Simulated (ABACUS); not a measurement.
# BN (R3m) in ABACUS: single point with PBEsol

Aim: the single point of BN with PBEsol.

Everything below comes from runs of ABACUS 3.10.1. Logs are shortened: lines on timing, memory, paths and dates and some standing lists are left out, and cuts for length are marked.

## 1. The crystal as given

Symmetry: R3m, No. 160, trigonal system. Conventional cell: a = 2.502 Å, b = 2.502 Å, c = 10.119 Å, α = 90.00°, β = 90.00°, γ = 120.00°. N (site symmetry 3m) is surrounded by 3 B at 1.44 Å. B (site symmetry 3m) has 3 N at 1.44 Å as nearest neighbours.

The cell is a database's computed one.

## 2. Single point, PBEsol

File INPUT:

```
INPUT_PARAMETERS
suffix              BN
calculation         scf
basis_type          pw
pseudo_dir          ./
symmetry            1
dft_functional      pbesol
ecutwfc             84
pseudo_rcut         7
nspin               1
nbands              14
ks_solver           dav
smearing_method     fd
smearing_sigma      0.00367493
scf_thr             1e-08
scf_nmax            100
mixing_type         broyden
mixing_beta         0.7
cal_force           1
cal_stress          1
out_chg             1
out_pot             2
out_elf             1
```

File STRU:

```
ATOMIC_SPECIES
N 14.0070 07_N_5_1.2_1.4_pbe_n_v1.0.upf
B 10.8100 05_B_3_1.5_1.7_pbe_n_v1.0.upf

LATTICE_CONSTANT
6.9339716281

LATTICE_VECTORS
0.3409701749 0.1968592223 0.9192310844
-0.3409701749 0.1968592223 0.9192310844
0.0000000000 -0.3937184445 0.9192310844

ATOMIC_POSITIONS
Cartesian

N
0.0
1
0.0000000000 0.0000000000 1.8400382823 1 1 1

B
0.0
1
0.0000000000 0.0000000000 0.0009067295 1 1 1
```

File KPT:

```
K_POINTS
0
Gamma
10 10 10 0 0 0
```

Potentials or basis: SPMS ONCV 1.0 PBE, plane waves.

The run is started by

```sh
$ OMP_NUM_THREADS=1 mpirun -np 4 abacus > log
```

running log:

```text
ABACUS v3.10.1

               Atomic-orbital Based Ab-initio Computation at UStc

 ------------------------------------------------------------------------------------

 READING GENERAL INFORMATION
                           global_out_dir = OUT.BN/
                           global_in_card = INPUT
                               pseudo_dir = ./
                              orbital_dir =
                                    DSIZE = 4
                                    GSIZE = 1

 READING UNITCELL INFORMATION
                                    ntype = 2
                  lattice constant (Bohr) = 6.93397
              lattice constant (Angstrom) = 3.6693

 READING ATOM TYPE 1
                               atom label = N
                      L=0, number of zeta = 1
                      L=1, number of zeta = 1
                      L=2, number of zeta = 1
             number of atom for this type = 1

 READING ATOM TYPE 2
                               atom label = B
                      L=0, number of zeta = 1
                      L=1, number of zeta = 1
                      L=2, number of zeta = 1
             number of atom for this type = 1

                        TOTAL ATOM NUMBER = 2
CARTESIAN COORDINATES ( UNIT =       6.933971628100 Bohr ).
    atom                   x                   y                   z     mag                  vx                  vy                  vz
tauc_N1            0.0000000000        0.0000000000        1.8400382823  0.0000        0.0000000000        0.0000000000        0.0000000000
tauc_B1            0.0000000000        0.0000000000        0.0009067295  0.0000        0.0000000000        0.0000000000        0.0000000000

                          Volume (Bohr^3) = 123.422
                             Volume (A^3) = 18.2893

 Lattice vectors: (Cartesian coordinate: in unit of a_0)
             +0.34097           +0.196859           +0.919231
             -0.34097           +0.196859           +0.919231
                   +0           -0.393718           +0.919231
 Reciprocal vectors: (Cartesian coordinate: in unit of 2 pi/a_0)
              +1.4664           +0.846629           +0.362622
              -1.4664           +0.846629           +0.362622
                   +0            -1.69326           +0.362622
 The esolver type has been set to : ksdft_pw

                PAO radial cut off (Bohr) = 7

 Read in pseudopotential file is 07_N_5_1.2_1.4_pbe_n_v1.0.upf
                     pseudopotential type = NC
          exchange-correlation functional = PBE
                 nonlocal core correction = 1
                        valence electrons = 5
                                     lmax = 1
[... 211 lines left out ...]
                                    max q = 1104

 number of pseudo atomic orbitals for N is 2
WARNING: norm of atomic wavefunction # 2 of atomic type N is 0.9999, renormalized

 number of pseudo atomic orbitals for B is 2
WARNING: norm of atomic wavefunction # 1 of atomic type B is 0.999868, renormalized
WARNING: norm of atomic wavefunction # 2 of atomic type B is 0.997328, renormalized

 -------------------------------------------
 SELF-CONSISTENT
 -------------------------------------------
                                 init_chg = atomic

 PW ALGORITHM --------------- ION=   1  ELEC=   1--------------------------------

 Density error is 0.349218470788
                          Error Threshold = 0.01
----------------------------------------------------------
     Energy           Rydberg                 eV
----------------------------------------------------------
 E_KohnSham     -26.6222342750       -362.2140796311
 E_Harris       -24.4460705599       -332.6058533245
 E_Fermi        0.3295765946         4.4841196138
----------------------------------------------------------
[... 63 lines left out ...]
 Density error is 1.62212878798e-09
                          Error Threshold = 5.17463783427e-10
----------------------------------------------------------
     Energy           Rydberg                 eV
----------------------------------------------------------
 E_KohnSham     -26.7179492012       -363.5163480114
 E_KS(sigma->0) -26.7179492012       -363.5163480114
 E_Harris       -26.7178116952       -363.5144771453
 E_band         -1.5431084860        -20.9950680413
 E_one_elec     -8.5056116434        -115.7247833260
 E_Hartree      8.3660439629         113.8258676141
 E_xc           -8.5576166426        -116.4323476386
 E_Ewald        -18.0207648781       -245.1850846609
 E_entropy(-TS) -0.0000000000        -0.0000000000
 E_descf        0.0000000000         0.0000000000
 E_exx          0.0000000000         0.0000000000
 E_Fermi        0.4492774229         6.1127329335
----------------------------------------------------------

 charge density convergence is achieved
 final etot is -363.51634801 eV
 EFERMI = 6.1127329335 eV
The vacuum level is 4.0622705723 eV

 STATE ENERGY(eV) AND OCCUPATIONS    NSPIN == 1
 1/116 kpoint (Cartesian) = 0.0000 0.0000 0.0000 (392 pws)
       1       -13.2916     0.00200000
       2       0.279953     0.00200000
       3        3.22467     0.00200000
       4        3.22467     0.00200000
       5        9.45943    1.70604e-32
       6        16.2287        0.00000
       7        16.2287        0.00000
       8        17.5913        0.00000
       9        19.1982        0.00000
      10        30.1699        0.00000
      11        32.1885        0.00000
      12        33.5588        0.00000
      13        33.5588        0.00000
      14        36.1381        0.00000
[... 66 lines left out ...]
       1       -10.0650     0.00600000
       2       -4.47970     0.00600000
       3       0.420244     0.00600000
       4        3.88303     0.00600000
       5        9.72353    2.60107e-34
       6        14.3703    1.13302e-74
       7        17.3673        0.00000
       8        19.3744        0.00000
       9        24.2916        0.00000
      10        26.2277        0.00000
      11        26.5001        0.00000
      12        28.6745        0.00000
      13        33.4143        0.00000
      14        36.5845        0.00000

[... levels at 110 further k points ...]

------------------------------------------------------------------------------------------
 TOTAL-FORCE (eV/Angstrom)
------------------------------------------------------------------------------------------
                        N1         0.0000000000         0.0000000000        -0.0030886132
                        B1         0.0000000000         0.0000000000         0.0030886132
------------------------------------------------------------------------------------------

----------------------------------------------------------------
 TOTAL-STRESS (KBAR)
----------------------------------------------------------------
        10.3594434191        -0.0000000000        -0.0000000000
         0.0000000000        10.3594434188        -0.0000000004
         0.0000000000        -0.0000000004         4.5287649389
----------------------------------------------------------------
 TOTAL-PRESSURE: 8.415884 KBAR

 --------------------------------------------
 !FINAL_ETOT_IS -363.5163480113713490 eV
 --------------------------------------------
```

stdout:

```text
ABACUS v3.10.1

               Atomic-orbital Based Ab-initio Computation at UStc

 dft_functional readin is: pbesol
 dft_functional in pseudopot file is: PBE
[... 30 lines left out ...]
 DA6     -3.63516348e+02  -5.55996751e-06   4.1397e-08   1.75
 DA7     -3.63516348e+02  -9.19885922e-08   1.6221e-09   1.69
----------------------------------------------------------------
 TOTAL-STRESS (KBAR)
----------------------------------------------------------------
        10.3594434191        -0.0000000000        -0.0000000000
         0.0000000000        10.3594434188        -0.0000000004
         0.0000000000        -0.0000000004         4.5287649389
----------------------------------------------------------------
 TOTAL-PRESSURE: 8.415884 KBAR
```

It took 13 s on 4 MPI ranks of AMD EPYC 9R45 (Zen 5), shared host; peak memory 0.24 GiB.

Results:

| Property | Result |
| --- | --- |
| Free energy | -363.5163 eV |
| Pressure | 0.8 GPa |
| Largest force | 0.003 eV/Å |
| Band gap on the k mesh | 4.17 eV, indirect (least direct gap 4.85 eV) |

Forces on the atoms (eV/Å):
```
N    0.000  0.000 -0.003
B    0.000  0.000  0.003
```

Stress tensor (GPa, compression positive):
```
1.04 0.00 0.00
0.00 1.04 0.00
0.00 0.00 0.45
```

Levels at points of the mesh, in eV from the valence-band top:
```
           k point  band 2  band 3  band 4  band 5  band 6  band 7
(0.00, 0.00, 0.00)   -4.24   -1.30   -1.30    4.94   11.71   11.71
(0.50, 0.00, 0.00)   -9.00   -4.10   -0.64    5.20    9.85   12.85
(0.50, 0.50, 0.00)   -8.88   -4.16   -1.22    4.17    9.85   14.03
(0.50, 0.50, 0.50)   -6.24   -1.31   -1.31    9.94   11.63   11.63
```

Caveat: the potentials were made for another functional, which shifts forces and pressure. A k mesh can miss the band edges.

## 3. The reference run

An earlier run on the cell as given: functional PBEsol; potentials or basis PseudoDojo NC SR 0.4.1 PBEsol standard; cutoff 1143 eV; density cutoff 4572 eV; basis plane waves; k mesh 12 × 12 × 12; occupations fermi-dirac, width 0.05 eV; no spin polarisation.

* Pressure: 1.1 GPa
* Largest force: 0.003 eV/Å
* Band gap on the k mesh: 4.21 eV, indirect (least direct gap 4.66 eV)
